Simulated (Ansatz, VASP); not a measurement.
**Two plane-wave programs on Se**

The input INCAR:

```
PREC = Accurate
ENCUT = 600
EDIFF = 1E-7
ISMEAR = 0
SIGMA = 0.1
LREAL = F
LASPH = T
NELM = 80
ALGO = Normal
ISIF = 3
LWAVE = F
LCHARG = F
GGA = PE
IBRION = 2
NSW = 100
EDIFFG = -0.01
```

KPOINTS

```
regular mesh
0
Gamma
  12 12 8
```

File POSCAR:

```
Se
1.0
    3.8231310433      0.0000000000      0.0000000000
   -1.9115655217      3.3109286055      0.0000000000
    0.0000000000      0.0000000000      6.0563166466
Se
3
Direct
    0.6666666667      0.3333333333      0.6959068697
    0.6666666667      0.3333333333      0.3040931303
    0.0000000000      0.0000000000      0.0000000000
```

Input for Ansatz:

```yaml
crystal:
  lattice:
    - [3.8231310433, 0.0, 0.0]
    - [-1.9115655217, 3.3109286055, 0.0]
    - [0.0, 0.0, 6.0563166466]
  atoms:
    - { symbol: Se, position: [0.6666666667, 0.3333333333, 0.6959068697] }
    - { symbol: Se, position: [0.6666666667, 0.3333333333, 0.3040931303] }
    - { symbol: Se, position: [0.0, 0.0, 0.0] }
basis:
  ecutwfc: 420
kpoints:
  mp_grid: { grid: [12, 12, 8] }
hamiltonian:
  xc: pbe
scf:
  occupations: { method: gaussian, width: 0.1 }
output:
  forces: true
  stress: true
  eigenvalues: true
relax:
  adjacent_minimum: "off"
  f_tol: 0.01
  max_steps: 80
  cell: { stress_tol: 0.05 }
```

Alike in both runs: task relaxation of cell and atoms; functional PBE; k mesh 12 × 12 × 8; occupations gaussian, width 0.1 eV; no spin polarisation.

|  | VASP | Ansatz |
| --- | --- | --- |
| version | VASP 6.6.1 | Ansatz 0.2.0 |
| potentials or method | VASP PAW PBE potentials, release 64 (Se) | scalar-relativistic, plane waves, PAW |
| plane-wave cutoff (eV) | 600 | 420 |
| valence electrons in the cell | 18 | 48 |

|  | VASP | Ansatz | Ansatz less VASP |
| --- | --- | --- | --- |
| gap on the k mesh at the Fermi level, each at its own relaxed structure (eV) | none | none | - |
| relaxed volume (Å³/atom) | 25.76 | 25.77 | +0.008 |
| relaxed cell length with the largest relative difference (Å) | 6.071 | 6.066 | -0.0047 |

A gap of «none» marks a metal or a gap that the smearing closes. The two sets of potentials don't hold the same shells in valence.
